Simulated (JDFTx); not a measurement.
CdF2:

```
Cd F
1.0
     0.00000    2.69400    2.69400
     2.69400    0.00000    2.69400
     2.69400    2.69400    0.00000
Cd F
1 2
Cartesian
  0.0000 0.0000 0.0000
  4.0410 4.0410 4.0410
  1.3470 1.3470 1.3470
```

Base run:

```yaml
Program: JDFTx 1.7.0 (patched build)
Functional: PBEsol
Potentials_or_basis: PseudoDojo-SR-PBEsol-0.4.1-standard with smoothed tails
Cutoff: 1388 eV
Density_cutoff: 11102 eV
k_mesh: 9 × 9 × 9
Occupations: fermi-dirac, width 0.05 eV
Spin: no spin polarisation
```

Its results: band gap on the k mesh 2.98 eV, indirect (least direct gap 3.44 eV); pressure -0.4 GPa.

Task: The run is repeated on the same cell with these changes: functional from PBEsol to LDA; potentials or basis from PseudoDojo-SR-PBEsol-0.4.1-standard with smoothed tails to PseudoDojo-SR-LDA-0.4.1-standard with smoothed tails. What comes out?

Result: Band gap on the k mesh 2.85 eV, indirect (least direct gap 3.29 eV); pressure -5.8 GPa.

Caveats: the empty levels aren't tightly converged; an odd mesh through Γ misses points on the zone boundary, where band edges often lie.

Not every run made on this cell is shown here.
